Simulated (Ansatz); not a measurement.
Runs of Ansatz 0.2.0 on Yb. Symmetry: Fm-3m, No. 225, cubic system. The conventional cell has a = 5.486 Å, b = 5.486 Å, c = 5.486 Å, α = 90.00°, β = 90.00°, γ = 90.00°. Yb (site symmetry m-3m) is surrounded by 12 Yb at 3.88 Å. 

```csv
task,spin,cell,target pressure (GPa),points for each segment of the path,gap on the mesh (eV),pressure (GPa),moment (μB)
relaxation of cell and atoms,"collinear, ferromagnetic start",relaxed to 20 GPa,20,-,none,20.0,0.00
relaxation of cell and atoms,"collinear, ferromagnetic start",relaxed to 10 GPa,10,-,none,10.0,0.00
relaxation of cell and atoms,"collinear, ferromagnetic start",relaxed to 30 GPa,30,-,none,30.0,0.00
relaxation of cell and atoms,"collinear, ferromagnetic start",relaxed to 2 GPa,2,-,none,2.0,0.00
relaxation of cell and atoms,"collinear, ferromagnetic start",relaxed,0,-,-,0.0,0.00
relaxation of cell and atoms,"collinear, ferromagnetic start",relaxed to 5 GPa,5,-,none,5.0,0.00
band structure,"non-collinear, ferromagnetic start, SOC",as given,-,14,none,(a),0.00
band structure,"collinear, ferromagnetic start",as given,-,14,none,-2.1,0.00
```

Alike in all rows: level PBE; potentials or basis Ansatz PAW; k mesh 8 × 8 × 8; cutoff (eV) 420; smearing fermi-dirac 0.05 eV.

Estimate the missing entries.

(a) -2.7.

Caveats: the starting moments weren't kept; spin-orbit coupling is left out, which moves the levels of the heavy elements (some runs); the plane-wave basis is chosen anew once the cell has moved, so the energies of steps on either side of that aren't comparable (some runs); the thresholds are loose for stress (some runs).

A k mesh can miss the band edges, and rows without SOC leave out spin-orbit coupling on Yb.

A gap of «none» marks a metal or a gap under the smearing width.
